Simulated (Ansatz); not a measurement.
ZnSe (Stilleite):

```xyz
2
Lattice="0.0000 2.8338 2.8338 2.8338 0.0000 2.8338 2.8338 2.8338 0.0000" Properties=species:S:1:pos:R:3 pbc="T T T"
Se    4.2507    4.2507    4.2507
Zn    0.0000    0.0000    0.0000
```

| Property | Result |
| --- | --- |
| Program | Ansatz 0.2.0 |
| Task | relaxation of cell and atoms |
| Functional | revPBE |
| Potentials or basis | all-electron LAPW, scalar-relativistic |
| Basis error allowed | 0.001 eV/atom |
| k mesh | 8 × 8 × 8 |
| Occupations | fermi-dirac, width 0.05 eV |
| Spin | no spin polarisation |

At the start: volume 22.76 Å³/atom.

Task: How do energy, volume and symmetry change on relaxing?

Result: Over 5 steps the energy falls by 16.3 meV/atom and the volume is 24.23 Å³/atom (+6.5 %); space group F-43m (No. 216, to 0.05 Å).

Step by step:
```tsv
step	energy change (eV)	largest force (eV/Å)	volume (Å³)
1	0.0000	0.0000	45.51
2	-0.0301	0.0000	47.60
3	-0.0326	0.0000	48.37
4	-0.0327	0.0000	48.46
5	-0.0327	0.0000	48.46
```

Final structure:
```xyz
2
Lattice="0.0000 2.8938 2.8938 2.8938 0.0000 2.8938 2.8938 2.8938 0.0000" Properties=species:S:1:pos:R:3 pbc="T T T"
Se    4.3406    4.3406    4.3406
Zn    0.0000    0.0000    0.0000
```
